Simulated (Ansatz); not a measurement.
Structure: TiO2 (fluorite), at its r2SCAN minimum. It is cubic, Fm-3m (No. 225); a = 4.794 Å in the conventional setting, 9.18 Å³ an atom. Ti is surrounded by 8 O at 2.08 Å; O is surrounded by 4 Ti at 2.08 Å.

```cif
data_structure
_symmetry_space_group_name_H-M 'Fm-3m'
_symmetry_Int_Tables_number 225
_cell_length_a 4.7937
_cell_length_b 4.7937
_cell_length_c 4.7937
_cell_angle_alpha 90.000
_cell_angle_beta 90.000
_cell_angle_gamma 90.000
_cell_volume 110.15
loop_
_atom_site_label
_atom_site_type_symbol
_atom_site_symmetry_multiplicity
_atom_site_Wyckoff_symbol
_atom_site_fract_x
_atom_site_fract_y
_atom_site_fract_z
_atom_site_occupancy
Ti1 Ti 4 a 0.00000 0.00000 0.00000 1
O1 O 8 c 0.25000 0.75000 0.75000 1
```

4 runs of Ansatz 0.2.0 on this cell differ in the functional (and in the settings that go with it). Levels are in eV from each run's valence top; v1 is the last filled band, c1 the first empty one.

Run A, mean stress 0.0 GPa (compression positive):
```
point     v4     v3     v2     v1    c1    c2
    Γ  -6.18  -0.91  -0.91  -0.91  1.51  1.51
    X  -4.76  -2.15  -2.15   0.00  2.21  2.21
    U  -4.51  -2.88  -1.96  -0.46  2.21  2.34
    L  -3.48  -3.36  -2.62  -2.62  1.82  1.82
    W  -3.45  -3.45  -2.01  -0.26  2.24  2.56
```

Run B, mean stress -10.0 GPa (compression positive):
```
point     v4     v3     v2     v1    c1    c2
    Γ  -6.08  -0.88  -0.88  -0.88  1.02  1.02
    X  -4.67  -2.12  -2.12   0.00  1.74  1.75
    U  -4.44  -2.85  -1.94  -0.45  1.79  1.89
    L  -3.42  -3.31  -2.56  -2.56  1.39  1.39
    W  -3.39  -3.39  -2.00  -0.24  1.78  2.14
```

Run C, mean stress +1.8 GPa (compression positive):
```
point     v4     v3     v2     v1    c1    c2
    Γ  -6.32  -0.93  -0.93  -0.93  2.00  2.00
    X  -4.87  -2.23  -2.23   0.00  2.74  2.78
    U  -4.61  -2.98  -2.04  -0.47  2.75  2.91
    L  -3.55  -3.49  -2.69  -2.69  2.35  2.35
    W  -3.55  -3.55  -2.10  -0.26  2.80  3.13
```

Run D, mean stress +5.9 GPa (compression positive):
```
point     v4     v3     v2     v1    c1    c2
    Γ  -6.03  -0.87  -0.87  -0.87  1.14  1.14
    X  -4.63  -2.11  -2.11   0.00  1.85  1.86
    U  -4.40  -2.82  -1.92  -0.45  1.89  1.99
    L  -3.38  -3.29  -2.54  -2.54  1.49  1.49
    W  -3.36  -3.36  -1.98  -0.24  1.88  2.23
```

Q: Match the runs to LDA, PBE, r2SCAN, DDH-PBE0.

A: A is r2SCAN, B is LDA, C is DDH-PBE0, D is PBE. In order of the gap: LDA 1.02, PBE 1.14, r2SCAN 1.51, DDH-PBE0 2.00 eV. The stress vanishes for r2SCAN, which relaxed the cell.

Note: simulated data, non-magnetic, for a generated structure that need not be the stable one.

The stress of a hybrid is loosely converged in these runs.

The meshes of the hybrids are coarse, so their gaps aren't converged to the digits shown.
